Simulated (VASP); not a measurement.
Here is a VASP 6.6.1 calculation.

File INCAR:

```
ALGO = Normal
EDIFF = 1E-6
EDIFFG = -0.01
ENCUT = 600
GGA = PE
IBRION = 2
ISIF = 3
ISMEAR = 0
IVDW = 12
LASPH = True
LATTICE_CONSTRAINTS = .TRUE. .TRUE. .FALSE.
LCHARG = False
LREAL = False
LWAVE = False
NELM = 80
NSW = 90
PREC = Accurate
SIGMA = 0.03
```

KPOINTS

```
k-points
0
Gamma
  9 9 1
```

File POSCAR:

```
Si
1.0
    3.7674649300      0.0000000000      0.0000000000
   -1.8837324700      3.2627203400      0.0000000000
    0.0000000000      0.0000000000     18.4440000000
Si
2
Direct
    0.3333333300      0.6666666700      0.5120364300
    0.6666666700      0.3333333300      0.4879635700
```

Potentials or basis: VASP PAW PBE potentials, release 64 (Si).

Run with:

```bash
$ cat potpaw_PBE.64/Si/POTCAR > POTCAR
$ mpirun -np 1 vasp_std > vasp.out
```

(1) Predict the band gap on the k mesh.

(2) Predict the space group after relaxing (to 0.05 Å).

(3) What does it give for the dispersion energy per atom?

Results:

(1) none (metal or under the smearing width).

(2) P-3m1 (No. 164).

(3) -0.191 eV.
